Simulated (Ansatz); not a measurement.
`C=C(CC)C(C)C` + CH₄ → `CC(C)C` + `C=CCC`  (formal exchange of groups at a C–C bond)

Program: Ansatz. Geometries: PBE0-D4/def2-TZVP. ΔE: electronic, gas phase. CBS: MP2 limit from def2 TZ/QZ plus the TZ coupled-cluster correction, frozen cores. This one scheme is used for every species. Functionals use def2-TZVPP. HSE06 is defined as in plane-wave codes. One conformer a species, not always the lowest.

Question: Is it downhill or uphill in electronic energy at CCSD(T)/CBS, and by how much? (Best estimate.)

Answer: The calculation gave: Uphill: ΔE = +15.4 kJ/mol.

Question: What do these levels give: PBE-D4, revPBE-D4, BLYP-D4, HSE06-D4, B2PLYP, revPBE, r2SCANh, r2SCAN0, CCSD/def2-SVP, CCSD(T)/def2-SVP, CCSD/def2-TZVPP, SCS-MP2/def2-QZVPP? (Estimate.)

Answer: Ansatz gave: PBE-D4 15.7, revPBE-D4 18.8, BLYP-D4 16.6, HSE06-D4 14.4, B2PLYP 9.2, revPBE 1.2, r2SCANh 11.6, r2SCAN0 10.9, CCSD/def2-SVP 11.5, CCSD(T)/def2-SVP 14.9, CCSD/def2-TZVPP 12.0, SCS-MP2/def2-QZVPP 14.8 kJ/mol.

Largest T1 diagnostic among the species: 0.010.

The D4 term adds +12.7 kJ/mol with B3LYP and +7.7 kJ/mol with PBE0; it sums over pairs of atoms, weighted by their polarisabilities, and B3LYP, whose exchange is more repulsive, gets the larger term. Leaving LDA and LC-ωPBE aside and taking each functional with its dispersion term where it has one, the values spread over 9.6 kJ/mol, from B2PLYP to revPBE-D4. LDA lies +12.5 kJ/mol from PBE without D4.

B3LYP here is the variant with VWN-RPA as its local correlation; programs differ in this.
